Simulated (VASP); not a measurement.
A run of VASP 6.6.1 is set up as follows.

File INCAR:

```
ALGO = Normal ; EDIFF = 1E-7
ENCUT = 520 ; GGA = RP
ICORELEVEL = 1 ; ISIF = 2
ISMEAR = 0 ; LASPH = True
LCHARG = False ; LREAL = False
LWAVE = False ; NBANDS = 26
NELM = 80 ; PREC = Accurate
SIGMA = 0.03
```

KPOINTS

```
k-points
0
Gamma
  12 12 5
```

Contents of POSCAR:

```
GaN                                     
1.0
    3.2425928587     -0.0000000000      0.0000000000
   -1.6212964293      2.8081677855      0.0000000000
    0.0000000000      0.0000000000      5.2816639734
  Ga              N             
     2     2
Direct
     0.3333333300000021    0.6666666699999979    0.9990659981905682
     0.6666666699999979    0.3333333300000021    0.4990659981905682
     0.3333333300000021    0.6666666699999979    0.3759340018094318
     0.6666666699999979    0.3333333300000021    0.8759340018094318
```

Contents of KPOINTS_OPT:

```
explicit points
96
Reciprocal
 0.0000000000  0.0000000000  0.0000000000 1
 0.0555555556  0.0000000000  0.0000000000 1
 0.1111111111  0.0000000000  0.0000000000 1
 0.1666666667  0.0000000000  0.0000000000 1
 0.2222222222  0.0000000000  0.0000000000 1
 0.2777777778  0.0000000000  0.0000000000 1
 0.3333333333  0.0000000000  0.0000000000 1
 0.3888888889  0.0000000000  0.0000000000 1
 0.4444444444  0.0000000000  0.0000000000 1
 0.5000000000  0.0000000000  0.0000000000 1
 0.5000000000  0.0000000000  0.0000000000 1
 0.4814814815  0.0370370370  0.0000000000 1
 0.4629629630  0.0740740741  0.0000000000 1
 0.4444444444  0.1111111111  0.0000000000 1
 0.4259259259  0.1481481481  0.0000000000 1
 0.4074074074  0.1851851852  0.0000000000 1
 0.3888888889  0.2222222222  0.0000000000 1
 0.3703703703  0.2592592592  0.0000000000 1
 0.3518518518  0.2962962963  0.0000000000 1
 0.3333333333  0.3333333333  0.0000000000 1
 0.3333333333  0.3333333333  0.0000000000 1
 0.2962962963  0.2962962963  0.0000000000 1
 0.2592592592  0.2592592592  0.0000000000 1
 0.2222222222  0.2222222222  0.0000000000 1
 0.1851851852  0.1851851852  0.0000000000 1
 0.1481481481  0.1481481481  0.0000000000 1
 0.1111111111  0.1111111111  0.0000000000 1
 0.0740740741  0.0740740741  0.0000000000 1
 0.0370370370  0.0370370370  0.0000000000 1
 0.0000000000  0.0000000000  0.0000000000 1
 0.0000000000  0.0000000000  0.0000000000 1
 0.0000000000  0.0000000000  0.0555555556 1
 0.0000000000  0.0000000000  0.1111111111 1
 0.0000000000  0.0000000000  0.1666666667 1
 0.0000000000  0.0000000000  0.2222222222 1
 0.0000000000  0.0000000000  0.2777777778 1
 0.0000000000  0.0000000000  0.3333333333 1
 0.0000000000  0.0000000000  0.3888888889 1
 0.0000000000  0.0000000000  0.4444444444 1
 0.0000000000  0.0000000000  0.5000000000 1
 0.0000000000  0.0000000000  0.5000000000 1
 0.0555555556  0.0000000000  0.5000000000 1
 0.1111111111  0.0000000000  0.5000000000 1
 0.1666666667  0.0000000000  0.5000000000 1
 0.2222222222  0.0000000000  0.5000000000 1
 0.2777777778  0.0000000000  0.5000000000 1
 0.3333333333  0.0000000000  0.5000000000 1
 0.3888888889  0.0000000000  0.5000000000 1
 0.4444444444  0.0000000000  0.5000000000 1
 0.5000000000  0.0000000000  0.5000000000 1
 0.5000000000  0.0000000000  0.5000000000 1
 0.4814814815  0.0370370370  0.5000000000 1
 0.4629629630  0.0740740741  0.5000000000 1
 0.4444444444  0.1111111111  0.5000000000 1
 0.4259259259  0.1481481481  0.5000000000 1
 0.4074074074  0.1851851852  0.5000000000 1
 0.3888888889  0.2222222222  0.5000000000 1
 0.3703703703  0.2592592592  0.5000000000 1
 0.3518518518  0.2962962963  0.5000000000 1
 0.3333333333  0.3333333333  0.5000000000 1
 0.3333333333  0.3333333333  0.5000000000 1
 0.2962962963  0.2962962963  0.5000000000 1
 0.2592592592  0.2592592592  0.5000000000 1
 0.2222222222  0.2222222222  0.5000000000 1
 0.1851851852  0.1851851852  0.5000000000 1
 0.1481481481  0.1481481481  0.5000000000 1
 0.1111111111  0.1111111111  0.5000000000 1
 0.0740740741  0.0740740741  0.5000000000 1
 0.0370370370  0.0370370370  0.5000000000 1
 0.0000000000  0.0000000000  0.5000000000 1
 0.5000000000  0.0000000000  0.5000000000 1
 0.5000000000  0.0000000000  0.4444444444 1
 0.5000000000  0.0000000000  0.3888888889 1
 0.5000000000  0.0000000000  0.3333333333 1
 0.5000000000  0.0000000000  0.2777777778 1
 0.5000000000  0.0000000000  0.2222222222 1
 0.5000000000  0.0000000000  0.1666666667 1
 0.5000000000  0.0000000000  0.1111111111 1
 0.5000000000  0.0000000000  0.0555555556 1
 0.5000000000  0.0000000000  0.0000000000 1
 0.3333333333  0.3333333333  0.0000000000 1
 0.3333333333  0.3333333333  0.0555555556 1
 0.3333333333  0.3333333333  0.1111111111 1
 0.3333333333  0.3333333333  0.1666666667 1
 0.3333333333  0.3333333333  0.2222222222 1
 0.3333333333  0.3333333333  0.2777777778 1
 0.3333333333  0.3333333333  0.3333333333 1
 0.3333333333  0.3333333333  0.3888888889 1
 0.3333333333  0.3333333333  0.4444444444 1
 0.3333333333  0.3333333333  0.5000000000 1
 0.0000000000  0.0000000000  0.0000000000 1
 0.0000000000  0.0000000000  0.5000000000 1
 0.3333333333  0.3333333333  0.5000000000 1
 0.3333333333  0.3333333333  0.0000000000 1
 0.5000000000  0.0000000000  0.5000000000 1
 0.5000000000  0.0000000000  0.0000000000 1
```

Potentials or basis: VASP PAW PBE potentials, release 64 (Ga_d, N).

The run is started by

```bash
$ cat potpaw_PBE.64/Ga_d/POTCAR potpaw_PBE.64/N/POTCAR > POTCAR
$ mpirun -np 1 vasp_std > vasp.out
```

Question: What does it give for the band gap along the path?

Answer: 1.63 eV, direct.

Question: Predict the pressure.

Answer: 0.1 GPa.

Question: Predict the band gap on the k mesh.

Answer: 1.63 eV, direct.

Levels at the corners of the path, in eV from the valence-band top:
```csv
point,band 14,band 15,band 16,band 17,band 18,band 19,band 20,band 21,band 22,band 23
Γ,-0.97,-0.97,-0.03,0.00,0.00,1.63,4.00,9.01,9.67,9.67
M,-5.09,-3.94,-2.55,-2.03,-0.93,5.01,5.30,6.02,8.26,10.11
M,-5.09,-3.94,-2.55,-2.03,-0.93,5.01,5.30,6.02,8.26,10.11
K,-5.16,-4.91,-2.78,-2.78,-2.54,5.28,7.42,7.42,8.32,9.62
K,-5.16,-4.91,-2.78,-2.78,-2.54,5.28,7.42,7.42,8.32,9.62
Γ,-0.97,-0.97,-0.03,0.00,0.00,1.63,4.00,9.01,9.67,9.67
Γ,-0.97,-0.97,-0.03,0.00,0.00,1.63,4.00,9.01,9.67,9.67
A,-3.74,-0.50,-0.50,-0.50,-0.50,3.99,3.99,8.29,8.29,10.18
A,-3.74,-0.50,-0.50,-0.50,-0.50,3.99,3.99,8.29,8.29,10.18
L,-6.29,-1.81,-1.81,-1.77,-1.77,4.32,4.32,7.51,7.51,9.77
L,-6.29,-1.81,-1.81,-1.77,-1.77,4.32,4.32,7.51,7.51,9.77
H,-5.90,-3.90,-3.90,-1.37,-1.37,6.15,6.15,7.29,7.29,8.73
H,-5.90,-3.90,-3.90,-1.37,-1.37,6.15,6.15,7.29,7.29,8.73
A,-3.74,-0.50,-0.50,-0.50,-0.50,3.99,3.99,8.29,8.29,10.18
L,-6.29,-1.81,-1.81,-1.77,-1.77,4.32,4.32,7.51,7.51,9.77
M,-5.09,-3.94,-2.55,-2.03,-0.93,5.01,5.30,6.02,8.26,10.11
K,-5.16,-4.91,-2.78,-2.78,-2.54,5.28,7.42,7.42,8.32,9.62
H,-5.90,-3.90,-3.90,-1.37,-1.37,6.15,6.15,7.29,7.29,8.73
```

Caveat: the PAW data sets were made with another functional, which shifts forces and pressure a little.

**What was measured.**

From “Studying electronic properties in GaN without electrical contacts using γ-γ vs e−-γ Perturbed Angular Correlations”, 2019, pmc:6823545, for a bulk crystal of GaN: band gap 3.503 ± 0.005 eV (direct).

Against the measured gap of GaN, 3.503 eV (direct; quoted in “Studying electronic properties in GaN without electrical contacts using γ-γ vs e−-γ Perturbed Angular Correlations”, 2019, pmc:6823545), the calculated 1.63 eV is off by -1.88 eV. So large a miss can be the level of theory's own, or it may mean another phase, state or a wrong row. Spin-orbit coupling on Ga is left out. The value is that of RPBE, without temperature or zero-point motion. Semilocal functionals fall short of measured gaps as a rule.
